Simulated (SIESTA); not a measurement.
Ge:

```
Ge
1.0
     3.99759    0.00000    0.00000
    -1.99879    3.46201    0.00000
     0.00000    0.00000    6.59938
Ge
4
Direct
  0.33333 0.66667 0.93710
  0.66667 0.33333 0.43710
  0.33333 0.66667 0.56290
  0.66667 0.33333 0.06290
```

This isn't the form of Ge at room conditions, which is diamond.

- Program: SIESTA 5.4.2
- Task: single point
- Functional: PBE
- Potentials or basis: PseudoDojo 0.4 standard (PBE files)
- Basis: DZP (energy shift 0.003 Ry; two zetas on semicore shells)
- Grid cutoff: 800 Ry
- Energy shift: 0.003 Ry
- k mesh: 8 × 8 × 4
- Occupations: fermi-dirac, width 0.05 eV
- Spin: no spin polarisation

On this cell: pressure 4.4 GPa; largest force 0.033 eV/Å; band gap on the k mesh 0.08 eV, direct.

The same run follows on a disturbed copy (atoms moved at random, drawn with an rms of 0.05 Å):

```xyz
4
Lattice="3.9976 0.0000 0.0000 -1.9988 3.4620 0.0000 0.0000 0.0000 6.5994" Properties=species:S:1:pos:R:3 pbc="T T T"
Ge   -0.0176    2.3018    6.2007
Ge    2.0309    1.1743    2.8595
Ge    0.0334    2.3214    3.7435
Ge    2.0375    1.1317    0.4037
```

Problem. What changes?

Solution. The energy moves by +7.7 meV/atom; pressure 4.5 GPa; largest force 0.687 eV/Å; band gap on the k mesh 0.03 eV, direct.

Forces on the atoms (eV/Å):
```
Ge   0.660 -0.137 -0.129
Ge   0.038 -0.098  0.386
Ge  -0.049  0.081 -0.377
Ge  -0.650  0.154  0.119
```

Stress tensor (GPa, compression positive):
```
 4.26  0.83 -0.64
 0.83  4.42  0.20
-0.64  0.20  4.70
```

Caveats: the basis of atomic orbitals isn't converged, which shifts pressures, moduli and gaps.

A k mesh can miss the band edges.
